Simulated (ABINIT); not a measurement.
Te2Pt (Moncheite): single point with PBE

The system is Te2Pt (Moncheite).

```xyz
3
Lattice="4.0100 0.0000 0.0000 -2.0050 3.4728 0.0000 0.0000 0.0000 5.2010" Properties=species:S:1:pos:R:3 pbc="T T T"
Pt    0.0000    0.0000    0.0000
Te    2.0050    1.1576    3.9007
Te    0.0000    2.3152    1.3002
```

```json
{
  "Program": "ABINIT 10.8.3 (patched build)",
  "Task": "single point",
  "Functional": "PBE",
  "Potentials or basis": "PseudoDojo NC SR PBE v0.4.1 standard",
  "Cutoff": "952 eV",
  "k mesh": "6 × 6 × 4",
  "Occupations": "fermi-dirac, width 0.05 eV",
  "Spin": "no spin polarisation"
}
```

```yaml
Largest_force: 1.104 eV/Å
Band_gap_on_the_k_mesh: none (metal or under the smearing width)
Valence_electrons_inside_the_program's_atomic_spheres: Pt 14.53; Te 11.92
```

Forces on the atoms (eV/Å):
```
Pt   0.000  0.000  0.000
Te   0.000  0.000 -1.104
Te   0.000  0.000  1.104
```

Levels at points of the mesh, in eV from the Fermi level:
| k point | band 23 | band 24 | band 25 | band 26 | band 27 | band 28 |
| --- | --- | --- | --- | --- | --- | --- |
| (0.00, 0.00, 0.00) | -0.63 | -0.63 | 1.12 | 1.12 | 1.31 | 2.68 |
| (0.50, 0.00, 0.00) | -3.62 | -3.53 | -2.96 | 0.20 | 2.57 | 3.67 |
| (0.00, 0.00, 0.50) | -1.40 | -1.21 | -1.21 | 2.24 | 2.24 | 4.02 |
| (0.50, 0.00, 0.50) | -3.41 | -2.74 | -0.84 | 0.58 | 1.36 | 4.26 |

It took 2.7 min on 1 thread of Arm Neoverse V1, with other jobs on the host, peak memory 0.13 GiB.

Caveat: forces of over 1 eV/Å show positions far from the minimum, so gaps and moduli don't describe the material at rest. The run has no spin-orbit coupling, so splittings on Pt, Te are missing.
